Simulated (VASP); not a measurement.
**C: relaxation of cell and atoms with PBE+D3(BJ)**

Crystal: C.

```
CELL_PARAMETERS angstrom
2.46729 0.00000 0.00000
-1.23365 2.13674 0.00000
0.00000 0.00000 7.80307
ATOMIC_POSITIONS crystal
C 0.00000 0.00000 0.25000
C 0.00000 0.00000 0.75000
C 0.33333 0.66667 0.25000
C 0.66667 0.33333 0.75000
```

| Property | Result |
| --- | --- |
| Program | VASP 6.6.1 |
| Task | relaxation of cell and atoms |
| Functional | PBE |
| Dispersion | D3(BJ) |
| Potentials or basis | VASP PAW PBE potentials, release 64 (C) |
| Cutoff | 520 eV |
| k mesh | 15 × 15 × 4 |
| Occupations | gaussian, width 0.02 eV |
| Spin | no spin polarisation |
| Further INCAR settings | ALGO = Normal; EDIFF = 1e-07; IBRION = 2; EDIFFG = -0.002; NSW = 80; ISIF = 3 |

```json
{
  "Relaxed volume": "8.80 Å³/atom",
  "Relaxed cell": "a = 2.466 Å, b = 2.466 Å, c = 6.680 Å, α = 90.00°, β = 90.00°, γ = 120.00°",
  "Space group after relaxing (to 0.05 Å)": "P6_3/mmc (No. 194)",
  "Energy gained by relaxing": "13.5 meV/atom",
  "Ionic steps": "22",
  "Pressure after relaxing": "0.0 GPa",
  "Band gap on the k mesh": "none (metal or under the smearing width)",
  "Dispersion energy per atom": "-0.157 eV"
}
```

The path:
```csv
step,energy change (eV),largest force (eV/Å),pressure (GPa),volume (Å³)
1,0.0000,0.0000,-0.77,41.14
2,-0.0030,0.0000,-0.37,40.84
3,-0.0109,0.0000,0.88,39.97
4,-0.0217,0.0000,3.64,38.23
5,-0.0132,0.0000,10.50,34.82
6,-0.0239,0.0000,5.09,37.41
7,-0.0243,0.0000,5.07,37.39
8,-0.0253,0.0000,5.03,37.32
9,-0.0272,0.0000,4.95,37.19
10,-0.0310,0.0000,4.79,36.92
11,-0.0379,0.0000,4.47,36.39
12,-0.0473,0.0000,3.90,35.31
13,-0.0373,0.0000,3.10,33.14
14,-0.0492,0.0000,3.63,34.77
15,-0.0493,0.0000,3.56,34.59
16,-0.0515,0.0000,2.58,34.80
17,-0.0538,0.0000,-0.22,35.43
18,-0.0538,0.0000,0.14,35.34
19,-0.0538,0.0000,0.21,35.33
20,-0.0538,0.0000,0.20,35.31
21,-0.0539,0.0000,0.13,35.27
22,-0.0539,0.0000,0.02,35.18
```

Final structure:
```yaml
crystal:
  lattice:
    - [2.46595, 0.00000, 0.00000]
    - [-1.23297, 2.13557, 0.00000]
    - [0.00000, 0.00000, 6.68040]
  atoms:
    - { symbol: C, position: [0.00000, 0.00000, 0.25000] }
    - { symbol: C, position: [0.00000, 0.00000, 0.75000] }
    - { symbol: C, position: [0.33333, 0.66667, 0.25000] }
    - { symbol: C, position: [0.66667, 0.33333, 0.75000] }
```

Levels at points of the mesh, in eV from the Fermi level:
| k point | band 5 | band 6 | band 7 | band 8 | band 9 | band 10 | band 11 | band 12 |
| --- | --- | --- | --- | --- | --- | --- | --- | --- |
| (0.00, 0.00, 0.00) | -3.01 | -3.01 | -2.99 | -2.99 | 4.34 | 8.32 | 8.32 | 8.37 |
| (0.00, 0.00, 0.50) | -3.00 | -3.00 | -3.00 | -3.00 | 7.01 | 7.01 | 8.35 | 8.35 |

Run time: 2.3 min on 4 MPI ranks on Intel(R) Xeon(R) Platinum 8259CL CPU @ 2.50GHz (Skylake/Cascade Lake), with other jobs on the host, peak memory 0.18 GiB a rank.
